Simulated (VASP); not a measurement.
# TaSi2 (P6_222) in VASP: relaxation of cell and atoms with PBE

Aim: the relaxation of cell and atoms of TaSi2 with PBE.

Program: VASP 6.6.1. These are calculated values, not measurements. Logs are shortened: lines on timing, memory, paths and dates and some standing lists are left out, and cuts for length are marked.

## 1. The crystal as given

Symmetry: P6_222, No. 180, hexagonal system. The conventional cell has a = 4.780 Å, b = 4.780 Å, c = 6.564 Å, α = 90.00°, β = 90.00°, γ = 120.00°. Ta (site symmetry 222) has 10 Si at 2.59 to 2.76 Å as nearest neighbours. Si (site symmetry 2) has 5 Si at 2.59 to 2.76 Å and 5 Ta at 2.59 to 2.76 Å as nearest neighbours.

## 2. Relaxation of cell and atoms, PBE

INCAR

```
ALGO     = Fast           # electronic algorithm
EDIFF    = 1E-7           # SCF threshold, eV
EDIFFG   = -0.02          # ionic threshold
ENCUT    = 600            # plane-wave cutoff, eV
GGA      = PE             # functional
IBRION   = 2              # ionic algorithm
ISIF     = 3              # what is computed and relaxed
ISMEAR   = 1              # smearing method
LASPH    = True           # aspherical terms in the spheres
LCHARG   = False          # write CHGCAR
LREAL    = False          # projectors in reciprocal space
LWAVE    = False          # write WAVECAR
NELM     = 100            # most SCF steps
NSW      = 40             # ionic steps
PREC     = Accurate       # precision mode
SIGMA    = 0.1            # smearing width, eV
```

KPOINTS

```
k-points
0
Gamma
  8 8 5
```

POSCAR

```
TaSi2
1.0
    4.7800000000      0.0000000000      0.0000000000
   -2.3900000000      4.1396014301      0.0000000000
    0.0000000000      0.0000000000      6.5640000000
Ta Si
3 6
Direct
    0.5000000000      0.0000000000      0.5000000000
    0.5000000000      0.5000000000      0.8333333333
    0.0000000000      0.5000000000      0.1666666667
    0.1666500000      0.3333000000      0.5000000000
    0.8333500000      0.1666500000      0.8333333333
    0.6667000000      0.8333500000      0.1666666667
    0.8333500000      0.6667000000      0.5000000000
    0.1666500000      0.8333500000      0.8333333333
    0.3333000000      0.1666500000      0.1666666667
```

Potentials or basis: VASP PAW PBE potentials, release 64 (Ta_pv, Si).

Launch:

```bash
$ cat potpaw_PBE.64/Ta_pv/POTCAR potpaw_PBE.64/Si/POTCAR > POTCAR
$ mpirun -np 1 vasp_std > vasp.out
```

OUTCAR:

```text
EDIFF = 1E-7
   EDIFFG = -0.02
   ENCUT = 600
   GGA = PE
   IBRION = 2
   ISIF = 3
   ISMEAR = 1
   LASPH = True
   LREAL = False
   NELM = 100
   NSW = 40
   PREC = Accurate

 ion  position               nearest neighbor table
   1  0.500  0.000  0.500-   6 2.59   9 2.59   8 2.59   5 2.59   4 2.76   7 2.76   7 2.76   4 2.76
                             4 2.76   7 2.76   2 3.24   2 3.24   3 3.24   3 3.24
   2  0.500  0.500  0.833-   4 2.59   7 2.59   6 2.59   9 2.59   8 2.76   5 2.76   8 2.76   5 2.76
                             8 2.76   5 2.76   1 3.24   1 3.24   3 3.24   3 3.24
   3  0.000  0.500  0.167-   4 2.59   7 2.59   5 2.59   8 2.59   6 2.76   9 2.76   9 2.76   6 2.76
                             6 2.76   9 2.76   1 3.24   1 3.24   2 3.24   2 3.24
   4  0.167  0.333  0.500-   5 2.59   9 2.59   3 2.59   2 2.59   7 2.76   1 2.76   1 2.76   1 2.76
                             7 2.76   7 2.76
   5  0.833  0.167  0.833-   4 2.59   6 2.59   1 2.59   3 2.59   8 2.76   2 2.76   2 2.76   2 2.76
                             8 2.76   8 2.76
   6  0.667  0.833  0.167-   7 2.59   5 2.59   1 2.59   2 2.59   9 2.76   3 2.76   3 2.76   3 2.76
                             9 2.76   9 2.76
   7  0.833  0.667  0.500-   8 2.59   6 2.59   3 2.59   2 2.59   4 2.76   1 2.76   1 2.76   1 2.76
                             4 2.76   4 2.76
   8  0.167  0.833  0.833-   7 2.59   9 2.59   1 2.59   3 2.59   5 2.76   2 2.76   2 2.76   2 2.76
                             5 2.76   5 2.76
   9  0.333  0.167  0.167-   4 2.59   8 2.59   1 2.59   2 2.59   6 2.76   3 2.76   3 2.76   3 2.76
                             6 2.76   6 2.76

  LATTYP: Found a hexagonal cell.
 ALAT       =     4.7800000000
 C/A-ratio  =     1.3732217573

  Lattice vectors:

 A1 = (   4.7800000000,   0.0000000000,   0.0000000000)
 A2 = (  -2.3900000000,   4.1396014301,   0.0000000000)
 A3 = (   0.0000000000,   0.0000000000,   6.5640000000)

Analysis of symmetry for initial positions (statically):
=====================================================================
 Subroutine PRICEL returns:
 Original cell was already a primitive cell.

 Routine SETGRP: Setting up the symmetry group for a
 hexagonal supercell.

 Subroutine GETGRP returns: Found 12 space group operations
 (whereof  4 operations were pure point group operations)
 out of a pool of 24 trial point group operations.

The static configuration has the point symmetry D_2 .
 The point group associated with its full space group is D_6 .

Analysis of symmetry for dynamics (positions and initial velocities):
=====================================================================
 Subroutine PRICEL returns:
 Original cell was already a primitive cell.

 Routine SETGRP: Setting up the symmetry group for a
 hexagonal supercell.

 Subroutine GETGRP returns: Found 12 space group operations
 (whereof  4 operations were pure point group operations)
 out of a pool of 24 trial point group operations.

The dynamic configuration has the point symmetry D_2 .
 The point group associated with its full space group is D_6 .

 Subroutine INISYM returns: Found 12 space group operations
 (whereof  4 operations are pure point group operations),
 and found     1 'primitive' translations

----------------------------------------------------------------------------------------

                                     Primitive cell

  volume of cell :     129.8838

  direct lattice vectors                    reciprocal lattice vectors
     4.780000000  0.000000000  0.000000000     0.209205021  0.120784575  0.000000000
    -2.390000000  4.139601430  0.000000000     0.000000000  0.241569150  0.000000000
     0.000000000  0.000000000  6.564000000     0.000000000  0.000000000  0.152346130

  length of vectors
     4.780000000  4.780000000  6.564000000     0.241569150  0.241569150  0.152346130

  position of ions in fractional coordinates (direct lattice)
     0.500000000  0.000000000  0.500000000
     0.500000000  0.500000000  0.833333333
     0.000000000  0.500000000  0.166666667
     0.166650000  0.333300000  0.500000000
     0.833350000  0.166650000  0.833333333
     0.666700000  0.833350000  0.166666667
     0.833350000  0.666700000  0.500000000
     0.166650000  0.833350000  0.833333333
     0.333300000  0.166650000  0.166666667

  ion indices of the primitive-cell ions
   primitive index   ion index
                 1           1
                 2           2
                 3           3
                 4           4
                 5           5
                 6           6
                 7           7
                 8           8
                 9           9

----------------------------------------------------------------------------------------

 KPOINTS: k-points

Automatic generation of k-mesh.
 Grid dimensions read from file:
 generate k-points for:    8    8    5

 Generating k-lattice:

  Cartesian coordinates                     Fractional coordinates (reciprocal lattice)
     0.026150628  0.015098072  0.000000000     0.125000000  0.000000000  0.000000000
     0.000000000  0.030196144  0.000000000     0.000000000  0.125000000  0.000000000
     0.000000000  0.000000000  0.030469226     0.000000000  0.000000000  0.200000000

  Length of vectors
     0.030196144  0.030196144  0.030469226

  Shift w.r.t. Gamma in fractional coordinates (k-lattice)
     0.000000000  0.000000000  0.000000000

 Subroutine IBZKPT returns following result:
 ===========================================

 Found     30 irreducible k-points:

 Following reciprocal coordinates:
            Coordinates               Weight
  0.000000  0.000000  0.000000      1.000000
  0.125000 -0.000000  0.000000      6.000000
  0.250000 -0.000000  0.000000      6.000000
  0.375000 -0.000000  0.000000      6.000000
  0.500000 -0.000000  0.000000      3.000000
  0.125000  0.125000  0.000000      6.000000
[... 16 lines left out ...]
  0.250000 -0.000000  0.400000     12.000000
  0.375000 -0.000000  0.400000     12.000000
 [... further k-points ...]
   k-points           NKPTS =     30   k-points in BZ     NKDIM =     30   number of bands    NBANDS=     34
   number of dos      NEDOS =    301   number of ions     NIONS =      9
   total plane-waves  NPLWV =  86400
   dimension x,y,z NGX =    40 NGY =   40 NGZ =   54
   dimension x,y,z NGXF=    80 NGYF=   80 NGZF=  108
   ions per type =               3   6
   NGX,Y,Z   is equivalent  to a cutoff of  13.91, 13.91, 13.68 a.u.
   NGXF,Y,Z  is equivalent  to a cutoff of  27.82, 27.82, 27.35 a.u.
 SYSTEM =  unknown system
   PREC   = accura    normal or accurate (medium, high low for compatibility)
   ISTART =      0    job   : 0-new  1-cont  2-samecut
   ICHARG =      2    charge: 1-file 2-atom 10-const
   ISPIN  =      1    spin polarized calculation?
   LNONCOLLINEAR =      F non collinear calculations
   LSORBIT =      F    spin-orbit coupling
   LASPH  =      T    aspherical Exc in radial PAW
   ENCUT  =  600.0 eV  44.10 Ry    6.64 a.u.   9.55  9.55 13.11*2*pi/ulx,y,z
   NELM   =    100;   NELMIN=  2; NELMDL= -5     # of ELM steps
   EDIFF  = 0.1E-06   stopping-criterion for ELM
   LREAL  =      F    real-space projection
   EDIFFG = -.2E-01   stopping-criterion for IOM
   NSW    =     40    number of steps for IOM
   IBRION =      2    ionic relax: 0-MD 1-quasi-New 2-CG
   NFREE  =      1    steps in history (QN), initial steepest desc. (CG)
   ISIF   =      3    stress and relaxation
   ISYM   =      2    0-nonsym 1-usesym 2-fastsym
   POTIM  = 0.5000    time-step for ionic-motion
   TEBEG  =    0.0;   TEEND  =   0.0 temperature during run
   PSTRESS=    0.0 pullay stress
   NELECT =      57.0000    total number of electrons
   NUPDOWN=      -1.0000    fix difference up-down
   EMIN   =  10.00;   EMAX   =-10.00  energy-range for DOS
   EFERMI =   0.00;   METHOD = LEGACY
   ISMEAR =     1;   SIGMA  =   0.10  broadening in eV -4-tet -1-fermi 0-gaus
   EFERMI_NEDOS =   21; number of points for ismear=-14 and -15
   IALGO  =     68    algorithm
   IMIX   =      4    mixing-type and parameters
     AMIX     =   0.40;   BMIX     =  1.00
     AMIX_MAG =   1.60;   BMIX_MAG =  1.00
  volume/ion in A,a.u.               =      14.43        97.39
  Fermi-wavevector in a.u.,A,eV,Ry     =   1.244079  2.350969 21.058195  1.547734
  Thomas-Fermi vector in A             =   2.378362
   LORBIT       =      0    0 simple, 1 ext, 2 COOP (PROOUT), +10 PAW based schemes
   GGA     = PE    functional components
   LHFCALC =     F    Hartree Fock is set to
   AEXX    =    0.0000 exact exchange contribution
   IVDW    =     0    specifies the selected vdW correction
   LEPSILON=     F    determine dielectric tensor
   LRPA    =     F    only Hartree local field effects (RPA)
 conjugate gradient relaxation of ions
 non-spin polarized calculation
 RMM-DIIS sequential band-by-band and
 Methfessel and Paxton  Order N= 1 SIGMA  =   0.10
  energy-cutoff  :      600.00
  volume of cell :      129.88
 maximum number of plane-waves:      4370
 NGX is ok and might be reduce to    40
   NGX = 19   NGY = 19   NGZ = 27

--------------------------------------- Ionic step        1  -------------------------------------------

 number of electron      56.9999997 magnetization

 Free energy of the ion-electron system (eV)
  ---------------------------------------------------
  ext. energy  EPLUGINS =         0.00000000
  ---------------------------------------------------
  free energy    TOTEN  =       -72.09250171 eV

  energy without entropy =      -72.09174855  energy(sigma->0) =      -72.09225066

------------------------ aborting loop because EDIFF is reached ----------------------------------------

  FORCE on cell =-STRESS in cart. coord.  units (eV):
  Direction    XX          YY          ZZ          XY          YZ          ZX
  --------------------------------------------------------------------------------------
  -------------------------------------------------------------------------------------
  Total        2.4013844      2.4013844      4.0687356      0.0000000      0.0000000      0.0000000
  in kB       29.6221969     29.6221969     50.1897530      0.0000000      0.0000000      0.0000000
  external PRESSURE =      36.4780489 kB  Pullay stress =       0.0000000 kB
[... 243 lines left out ...]
  energy  without entropy=      -72.2791183182  energy(sigma->0) =      -72.27793219

--------------------------------------- Ionic step        7  -------------------------------------------

 number of electron      56.9999998 magnetization

 Free energy of the ion-electron system (eV)
  ---------------------------------------------------
  ext. energy  EPLUGINS =         0.00000000
  ---------------------------------------------------
  free energy    TOTEN  =       -72.27752570 eV

  energy without entropy =      -72.27928720  energy(sigma->0) =      -72.27811287

 E-fermi :   9.1756     XC(G=0): -12.0139

 val. band max:        9.1617499212   @ k =   0.5000  -0.0000   0.0000
 cond. band min:       9.1953766874   @ k =   0.3750   0.1250   0.2000
 fundamental gap:      0.0336267662
 Fermi energy:         9.1755996188

 k-point     1 :       0.0000    0.0000    0.0000
  band No.  band energies     occupation
      1     -25.1921      2.00000
      2     -25.1912      2.00000
      3     -25.1912      2.00000
      4     -25.1221      2.00000
      5     -25.1221      2.00000
      6     -25.0378      2.00000
[... 877 lines left out ...]
     33      11.4223      0.00000
     34      11.9318      0.00000

 [... further k-points ...]

------------------------ aborting loop because EDIFF is reached ----------------------------------------

  FORCE on cell =-STRESS in cart. coord.  units (eV):
  Direction    XX          YY          ZZ          XY          YZ          ZX
  --------------------------------------------------------------------------------------
  -------------------------------------------------------------------------------------
  Total        0.0482980      0.0482980      0.0462383     -0.0000000     -0.0000000      0.0000000
  in kB        0.5863301      0.5863301      0.5613259     -0.0000000     -0.0000000      0.0000000
  external PRESSURE =       0.5779954 kB  Pullay stress =       0.0000000 kB
[... 24 lines left out ...]
  FREE ENERGIE OF THE ION-ELECTRON SYSTEM (eV)
  ---------------------------------------------------
  free  energy   TOTEN  =       -72.2775256954 eV

  energy  without entropy=      -72.2792872042  energy(sigma->0) =      -72.27811287

 reached required accuracy - stopping structural energy minimisation
```

Wall time 13 min (1 thread of AMD EPYC 9R45 (Zen 5), shared host); peak memory 0.34 GiB.

What came out:

```yaml
Free_energy: -72.2775 eV
Relaxed_volume: 14.66 Å³/atom
Relaxed_cell: a = 4.807 Å, b = 4.807 Å, c = 6.594 Å, α = 90.00°, β = 90.00°, γ = 120.00°
Space_group_after_relaxing_to_0.05_Å: P6_222 (No. 180)
Energy_gained_by_relaxing: 20.6 meV/atom
Ionic_steps: 7
Pressure_after_relaxing: 0.1 GPa
Largest_force_after_relaxing: 0.003 eV/Å
Band_gap_on_the_k_mesh: none (metal or under the smearing width)
```

Forces on the atoms (eV/Å):
```
Ta   0.000  0.000  0.000
Ta   0.000  0.000  0.000
Ta   0.000  0.000  0.000
Si   0.000 -0.003  0.000
Si   0.003 -0.002  0.000
Si   0.003  0.002  0.000
Si   0.000  0.003  0.000
Si  -0.003  0.002  0.000
Si  -0.003 -0.002  0.000
```

The path:
```
step  energy change (eV)  largest force (eV/Å)  pressure (GPa)  volume (Å³)
   1              0.0000                0.8161            3.65       129.88
   2             -0.0790                0.2761           -5.51       136.16
   3             -0.1098                0.4576           -2.58       133.93
   4             -0.1838                0.0329           -0.25       132.15
   5             -0.1844                0.0104           -0.02       131.99
   6             -0.1848                0.0104            0.10       131.97
   7             -0.1850                0.0032            0.06       131.98
```

Final structure:
```
CELL_PARAMETERS angstrom
4.80727 0.00000 0.00000
-2.40363 4.16322 0.00000
0.00000 0.00000 6.59432
ATOMIC_POSITIONS crystal
Ta 0.50000 0.00000 0.50000
Ta 0.50000 0.50000 0.83333
Ta 0.00000 0.50000 0.16667
Si 0.15888 0.31776 0.50000
Si 0.84112 0.15888 0.83333
Si 0.68224 0.84112 0.16667
Si 0.84112 0.68224 0.50000
Si 0.15888 0.84112 0.83333
Si 0.31776 0.15888 0.16667
```
